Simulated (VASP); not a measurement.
# C in VASP: how settings move the PBEsol single point

Aim: see what changed inputs do to the PBEsol single point of C (diamond), strained and with displaced atoms.

The runs shown are made with VASP 6.6.1. PAW datasets, plane waves. Spin-unpolarised throughout; all numbers are computed.

### Step 1. Starting point

It is triclinic, P-1 (No. 2); a = 2.539 Å, b = 2.550 Å, c = 2.552 Å, α = 60.6°, β = 60.9°, γ = 89.4° in the conventional setting, 6.00 Å³ an atom. C has 4 C at 1.53–1.65 Å.

As a file:

```
CELL_PARAMETERS angstrom
-0.02890 1.80430 1.78660
1.84970 -0.02970 1.78740
1.82660 1.78210 -0.00670
ATOMIC_POSITIONS crystal
C 0.00920 0.00660 0.98720
C 0.23100 0.27040 0.25250
```

### Step 2. Baseline

Contents of INCAR:

```
ENCUT = 520.000000
SIGMA = 0.020000
EDIFF = 1.00e-07
GGA = PS
PREC = Accurate
IBRION = -1
ISIF = 2
ISMEAR = -1
NBANDS = 11
NELM = 120
NSW = 0
LASPH = .TRUE.
LCHARG = .FALSE.
LWAVE = .FALSE.
LREAL = .FALSE.
```

Contents of KPOINTS:

```
KPOINTS created by Atomic Simulation Environment
0
Gamma
10 10 10
0 0 0
```

Contents of POSCAR:

```
C
 1.0000000000000000
    -0.0289000000000000    1.8043000000000000    1.7866000000000000
     1.8496999999999999   -0.0297000000000000    1.7874000000000001
     1.8266000000000000    1.7821000000000000   -0.0067000000000000
 C
   2
Cartesian
  1.8151616600000000  1.7756926600000000  0.0216193200000000
  0.9546994799999999  0.8587426700000000  0.8943258100000000
```

Potentials: the recommended PBE PAW datasets, 8 valence electrons.

Command:

```console
$ mpirun -np 1 vasp_std
```

### Step 3. Variant 1

Contents of INCAR:

```
ENCUT = 520.000000
SIGMA = 0.020000
GGA = PS
PREC = Accurate
IBRION = -1
ISIF = 2
ISMEAR = -1
NBANDS = 11
NSW = 0
LASPH = .TRUE.
LCHARG = .FALSE.
LWAVE = .FALSE.
LREAL = .FALSE.
ALGO = Fast
EDIFF = 1e-05
NELM = 53
```

KPOINTS is that of step 2.

POSCAR is that of step 2.

### Step 4. Variant 2

Contents of INCAR:

```
ENCUT = 520.000000
EDIFF = 1.00e-07
GGA = PS
PREC = Accurate
IBRION = -1
ISIF = 2
NBANDS = 11
NELM = 120
NSW = 0
LASPH = .TRUE.
LCHARG = .FALSE.
LWAVE = .FALSE.
LREAL = .FALSE.
ISMEAR = 1
SIGMA = 0.05
```

KPOINTS is that of step 2.

POSCAR is that of step 2.

**Question.** What will these runs give? Wanted: for each run, changed; ending; energy change; pressure; electronic steps; usable.

The runs gave:

| run | changed | ending | energy change (meV/atom) | pressure (GPa) | gap on the mesh (eV; negative: overlap) | electronic steps | time | usable |
| --- | --- | --- | --- | --- | --- | --- | --- | --- |
| ref. | – | converged | 0 | -23.8 | 2.33 | 12 | 38 s | yes |
| 1 | ALGO = Fast, EDIFF = 1e-05, NELM = 53 | converged | 0.0 | -23.5 | 2.33 | 10 | 34 s | yes |
| 2 | ISMEAR = 1, SIGMA = 0.05 | converged | 0.0 | -23.8 | 2.33 | 12 | 44 s | yes |

What this shows: Of 2 altered inputs, 2 gave usable results.
